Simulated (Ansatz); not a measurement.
Energy landscape near a Li structure

All numbers below come from DFT PBE, scalar-relativistic, plane waves, PAW (Ansatz 0.2.0).

Settings: cutoff 420 eV, Γ-centred mesh 14×14×4 on the computed 4-atom cell, Gaussian smearing of 0.10 eV; no spin polarisation.

Reference cell:

```xyz
4
Lattice="3.0344 0.0000 0.0000 -1.5172 2.6279 0.0000 0.0000 0.0000 10.2162" Properties=species:S:1:pos:R:3 pbc="T T T"
Li    0.0000    0.0000    0.0000
Li    0.0000    1.7519    2.5541
Li    0.0000    0.0000    5.1081
Li    1.5172    0.8760    7.6622
```

Each variant moves atoms of this cell by the vectors given, if any (Å), and then applies a symmetric strain (tensor components, Cartesian axes). The reference cell isn't relaxed at this level. Energies are per atom at zero smearing, counted from the lowest variant. Pressure is positive in compression.

1. strain (xx yy zz yz xz xy, %) 4.80 3.93 3.90 0.18 -0.48 1.00; moves: Li1 (-0.121, -0.003, 0.091); Li2 (0.073, -0.008, -0.065); Li3 (0.041, 0.052, 0.010); Li4 (0.007, -0.042, -0.035)
2. strain (xx yy zz yz xz xy, %) -0.05 -0.51 -1.78 0.00 0.00 0.39; moves: Li1 (0.002, -0.004, 0.000); Li2 (0.034, 0.025, 0.000); Li3 (0.002, -0.004, 0.000); Li4 (-0.039, -0.017, 0.000)
3. strain (xx yy zz yz xz xy, %) -1.93 -1.88 -1.67 -0.50 -0.29 0.03; moves: Li1 (-0.019, 0.021, 0.023); Li2 (0.036, -0.031, -0.057); Li3 (0.015, 0.005, -0.037); Li4 (-0.031, 0.004, 0.070)
4. strain (xx yy zz yz xz xy, %) 3.82 2.22 -1.86 6.00 0.00 0.00; moves: Li2 (0.000, -0.254, -0.246); Li4 (0.000, 0.254, 0.246)

Q: Order the variants by energy, lowest first.

A: 2 (0.0 meV/atom), 3 (4.4 meV/atom), 1 (17.9 meV/atom), 4 (26.2 meV/atom).

Q: Order them by pressure, highest first.

A: 3 (0.75 GPa), 2 (0.23 GPa), 4 (-0.36 GPa), 1 (-1.41 GPa).

This form isn't the element's structure at ambient conditions.